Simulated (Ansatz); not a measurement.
# Phosphorus (omega (AlB2-type)) across density functionals

All rows: Ansatz, plane waves with scalar-relativistic PAW, 420 eV (500 eV for the SCAN forms), relaxed under each functional, no dispersion correction, no zero-point motion. B₀ comes from uniform scaling at fixed shape; a dash is a value not given.

```csv
functional,V (Å³/atom),cell,B₀ (GPa),magnetic state,ΔE to black phosphorus (meV/atom)
PBE,14.40,"a = 4.456 Å, c = 2.512 Å (c/a = 0.564)",97,spin not included,683
r²SCAN,14.45,"a = 4.475 Å, c = 2.499 Å (c/a = 0.558)",96,spin not included,901
PBEsol,13.81,"a = 4.387 Å, c = 2.486 Å (c/a = 0.567)",109,spin not included,536
LDA,13.71,"a = 4.379 Å, c = 2.477 Å (c/a = 0.566)",110,spin not included,546
RPBE,14.61,"a = 4.478 Å, c = 2.523 Å (c/a = 0.563)",92,spin not included,783
BLYP,16.55,"a = 4.740 Å, c = 2.552 Å (c/a = 0.538)",68,spin not included,1019
```

(1) What does revPBE give?

## Answers

(1) V (Å³/atom): 14.55; cell: a = 4.472 Å, c = 2.519 Å (c/a = 0.563); B₀ (GPa): 93; magnetic state: spin not included; ΔE to black phosphorus (meV/atom): 756.
